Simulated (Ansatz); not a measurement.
Runs of Ansatz 0.2.0 on Ta. The structure is hexagonal, space group P6_3/mmc (No. 194). Conventional cell: a = 2.900 Å, b = 2.900 Å, c = 5.166 Å, α = 90.00°, β = 90.00°, γ = 120.00°. Around Ta (site symmetry -6m2) lie 12 Ta at 2.90 to 3.08 Å. This isn't the form of Ta at room conditions, which is bcc.

```csv
level,pressure (GPa),relaxed volume (Å³/atom)
BLYP,0.0,19.35
PBEsol,0.0,(a)
LDA,0.0,(b)
revPBE,0.0,18.96
RPBE,0.0,19.05
```

Alike in all rows: task relaxation of cell and atoms; potentials or basis all-electron LAPW, scalar-relativistic; no spin polarisation; cell relaxed; k mesh 11 × 11 × 5; smearing fermi-dirac 0.05 eV; basis error allowed 0.001 eV/atom.

Q: Fill in the values left out.

A: (a) 18.10; (b) 17.67.

Runs at the PBE level aren't shown here.
